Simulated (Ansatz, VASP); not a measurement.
**Au: VASP beside Ansatz**

The input INCAR:

```
PREC = Accurate
ENCUT = 520
EDIFF = 1E-7
ISMEAR = -1
SIGMA = 0.06
LREAL = F
LASPH = T
NELM = 80
ALGO = Normal
ISIF = 2
LWAVE = F
LCHARG = F
NBANDS = 12
```

KPOINTS

```
regular mesh
0
Gamma
  12 12 12
```

Contents of POSCAR:

```
Au
1.0
    0.0000000000      2.0769770000      2.0769770000
    2.0769770000      0.0000000000      2.0769770000
    2.0769770000      2.0769770000      0.0000000000
Au
1
Direct
    0.0000000000      0.0000000000      0.0000000000
```

Input for Ansatz:

```yaml
crystal:
  atoms:
  - position: [0.0, 0.0, 0.0]
    symbol: Au
  lattice:
  - [0.0, 2.076977, 2.076977]
  - [2.076977, 0.0, 2.076977]
  - [2.076977, 2.076977, 0.0]
hamiltonian:
  dispersion: none
  pseudopotentials:
    dirac_shells:
      Au: [2p, 3d, 3p, 4d, 4p]
    kind: all_electron
    lapw: {}
    relativity: scalar
  xc: lda
kpoints:
  mp_grid:
    grid: [12, 12, 12]
    shift: [0, 0, 0]
magnetization: {spin_polarized: false}
output: {forces: true, stress: true}
scf:
  occupations: {method: fermi_dirac, width: 0.06}
```

Alike in both runs: task single point; functional LDA; k mesh 12 × 12 × 12; occupations fermi-dirac, width 0.06 eV; no spin polarisation.

|  | VASP | Ansatz |
| --- | --- | --- |
| version | VASP 6.6.1 | Ansatz 0.2 development build |
| potentials or method | VASP PAW LDA potentials, release 64 (Au) | all-electron full-potential LAPW, scalar-relativistic |
| plane-wave cutoff (eV) | 520 | see its input |

```csv
,VASP,Ansatz,Ansatz less VASP
pressure (GPa),-11.6,-11.9,-0.30
```

Ansatz ran all-electron here, so the differences hold the error of VASP's frozen core and of both bases.

Spin-orbit coupling is left out, which matters for the levels of Au.
